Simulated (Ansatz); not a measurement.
TaN: how the axes shrink under pressure

TaN, P6/mmm, a = 5.205 Å, c = 2.904 Å. This isn't the usual stable structure of the compound. Ansatz: PBEsol, PAW, 420 eV, Γ-centred 12×12×12 mesh on 6 atoms, Gaussian smearing 0.10 eV; no spin polarisation. Cell and atoms are relaxed at each pressure, and no other structure is tried, so the rows at high pressure may lie past a change of phase. y = 100 ln(c/c0) with c0 = 2.9036 Å, so nearly a change in per cent. The pressures are the targets, met within 0.03 GPa.

```tsv
P (GPa)	y	100 ln(a/a0)
-3.0	?	?
0.0	0.00	0.00
3.0	-0.15	-0.42
8.0	-0.38	-1.09
15.0	-0.66	-1.96
30.0	-1.20	-3.63
60.0	-1.98	-6.43
```

Fit y = c1 P + c2 P² to the other rows, give the linear compressibility along c, and predict the missing y.

Least squares on the rows shown. y = −0.04763 P + 0.0002443 P². The linear compressibility along c is −c1/100 = 0.48 per TPa, against 1.37 along a from the same fit to the last column (its missing entry is 0.44): the crystal is softer along a at low pressure. With a term in P³ added, the coefficient of P becomes -0.04969, 4 % more, which shows how far this figure hangs on the form. At P = -3.0 the fit asked for gives 0.15. The run gave 0.15, the same to the digits shown.

Spin–orbit coupling is left out, which can shift energies with elements as heavy as these.